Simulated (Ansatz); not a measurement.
CdS (h-MgO type) was relaxed with r2SCAN, strained in 2 ways (changes of length per length), its atoms relaxed again with r2SCAN, and run with PBE in Ansatz. All values are calculated for a non-magnetic cell, which may be hypothetical.

Isotropic +5.26 % on every length. Input:
```yaml
crystal:
  lattice:
    - [4.6404183262, 0.0, 0.0]
    - [-2.3202091631, 4.0187201547, 0.0]
    - [0.0, 0.0, 6.0504691821]
  atoms:
    - { symbol: Cd, position: [0.3333333333, 0.6666666667, 0.25] }
    - { symbol: Cd, position: [0.6666666667, 0.3333333333, 0.75] }
    - { symbol: S, position: [0.6666666667, 0.3333333333, 0.25] }
    - { symbol: S, position: [0.3333333333, 0.6666666667, 0.75] }
kpoints:
  mp_grid: { grid: [6, 6, 4] }
  band_path:
    path:
      - [0.0, 0.0, 0.0]
      - [0.5, 0.0, 0.0]
      - [0.3333333333, 0.3333333333, 0.0]
      - [0.0, 0.0, 0.5]
      - [0.5, 0.0, 0.5]
      - [0.3333333333, 0.3333333333, 0.5]
    npoints: 1
hamiltonian:
  xc: pbe
scf:
  occupations: { method: fermi_dirac, width: 0.02 }
  n_extra_bands: 5
output:
  forces: true
  stress: true
  eigenvalues: true
```

Main results, then levels in eV from the Fermi energy at the points of the path (names of the unstrained zone, bands numbered from 0):
```
Crystal: 4 atoms, lattice volume = 112.832 Å³
Basis set: ecut = 420 eV, 2223 PW (Γ)
Symmetry: 24 space group operations
Space group: P63/mmc (ITA 194)
k-points: 21 of 144
Free energy (F): -18315.029781 eV
Fermi energy:    5.650007 eV
--- Forces (eV/Å), atoms counted from 1 ---
  atom   1  Cd      0.00000      0.00000      0.00000
  atom   2  Cd      0.00000      0.00000      0.00000
  atom   3  S       0.00000      0.00000      0.00000
  atom   4  S       0.00000      0.00000      0.00000
--- Stress (GPa, compression-positive) ---
       -6.119196       0.000000       0.000000
        0.000000      -6.119196       0.000000
        0.000000       0.000000      -4.355089
  P = ⅓ Tr σ = -5.5312 GPa (-55.312 kbar)
```
```tsv
point	band_23	band_24	band_25	band_26	band_27	band_28
Γ	-0.592	-0.592	-0.455	0.273	0.501	5.385
M	-2.152	-1.262	-1.177	2.149	2.883	5.863
K	-1.696	-1.691	-1.691	3.541	3.541	6.009
A	-0.948	-0.948	-0.948	2.117	2.117	5.503
L	-1.723	-0.582	-0.582	3.219	3.219	4.663
H	-2.405	-0.301	-0.301	4.443	4.443	4.497
```

PBE gives an indirect gap of 0.57 eV, from H to Γ; the least direct gap is 0.73 eV at Γ. The mean pressure at these positions is -5.53 GPa, compression counted positive.

Q: Xy shear, engineering strain (angle) -3.08 % gives these blocks instead:
```yaml
crystal:
  lattice:
    - [4.4085296658, -0.0678913569, 0.0]
    - [-2.2630604726, 3.8518443624, 0.0]
    - [0.0, 0.0, 5.7481181665]
  atoms:
    - { symbol: Cd, position: [0.3346351485, 0.6665815758, 0.25] }
    - { symbol: Cd, position: [0.6653648515, 0.3334184242, 0.75] }
    - { symbol: S, position: [0.6596241547, 0.3329732743, 0.25] }
    - { symbol: S, position: [0.3403758453, 0.6670267257, 0.75] }
kpoints:
  mp_grid: { grid: [6, 6, 4] }
  band_path:
    path:
      - [0.0, 0.0, 0.0]
      - [0.5, 0.0, 0.0]
      - [0.3333333333, 0.3333333333, 0.0]
      - [0.0, 0.0, 0.5]
      - [0.5, 0.0, 0.5]
      - [0.3333333333, 0.3333333333, 0.5]
      - [0.333333, 0.356771, 0.492187]
    npoints: 1
output:
  forces: true
  stress: true
  eigenvalues: true
  write_density: true
  write_potential: true
  elf: true
  volumetric_format: npy
```
What comes out?

A:
```
Crystal: 4 atoms, lattice volume = 96.725 Å³
Basis set: ecut = 420 eV, 1893 PW (Γ)
Symmetry: 4 space group operations
Space group: P21/m (ITA 11)
k-points: 60 of 144
Free energy (F): -18315.284884 eV
Fermi energy:    7.827111 eV
--- Forces (eV/Å), atoms counted from 1 ---
  atom   1  Cd    -0.00354    -0.00031      0.00000
  atom   2  Cd      0.00354      0.00031      0.00000
  atom   3  S       0.00087      0.00021      0.00000
  atom   4  S     -0.00087    -0.00021      0.00000
--- Stress (GPa, compression-positive) ---
        1.389410       0.390553       0.000000
        0.390553       1.430916       0.000000
        0.000000       0.000000       1.409142
  P = ⅓ Tr σ = 1.4098 GPa (14.098 kbar)
```
```tsv
point	band_23	band_24	band_25	band_26	band_27	band_28
Γ	-0.864	-0.841	-0.735	0.483	0.566	5.065
M	-2.911	-1.810	-1.698	1.825	3.084	5.583
K	-2.350	-2.350	-2.321	3.886	3.937	5.623
A	-1.310	-1.143	-1.143	2.382	2.382	5.246
L	-2.387	-0.946	-0.946	3.254	3.254	4.603
H	-3.196	-0.511	-0.511	4.325	4.325	5.132
(1/3,0.357,0.492)	-3.153	-0.513	-0.509	4.317	4.321	5.134
```
PBE gives an indirect gap of 0.99 eV, from k = (1/3, 0.357, 0.492) to Γ; the least direct gap is 1.22 eV at Γ. With the atoms held, the mean pressure is +1.41 GPa (compression positive).

The runs are scalar-relativistic, without spin-orbit coupling.
